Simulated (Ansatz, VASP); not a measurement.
**One calculation of BN, two programs**

```
B N
1.0
     2.58074    0.00000    0.00000
    -1.29037    2.23499    0.00000
     0.00000    0.00000    6.32827
B N
2 2
Direct
  0.00000 0.00000 0.50000
  0.33333 0.66667 0.00000
  0.00000 0.00000 0.00000
  0.66667 0.33333 0.50000
```

Alike in both runs: task single point; functional PBE; dispersion D3(BJ); k mesh 12 × 12 × 4; occupations gaussian, width 0.05 eV; no spin polarisation.

|  | VASP | Ansatz |
| --- | --- | --- |
| version | VASP 6.6.1 | Ansatz 0.2.0 |
| potentials or method | VASP PAW PBE potentials, release 64 (B, N) | scalar-relativistic, plane waves, PAW |
| plane-wave cutoff (eV) | 520 | 420 |
| valence electrons in the cell | 16 | 16 |

|  | VASP | Ansatz | Ansatz less VASP |
| --- | --- | --- | --- |
| gap on the k mesh at the Fermi level (eV) | 4.09 | 4.10 | +0.003 |
| least direct gap on the mesh (eV) | 4.14 | 4.14 | +0.003 |
| pressure (GPa) | -18.9 | -18.9 | -0.06 |
| largest component of the traceless stress (GPa) | 20.36 | 20.53 | +0.170 |

Caveats: so large a pressure means that the cell lies far from this level's equilibrium, or that cutoff or potentials fall short (VASP). A hybrid or GW would open this gap; PBE tends to underestimate it. A k mesh can miss the band edges.
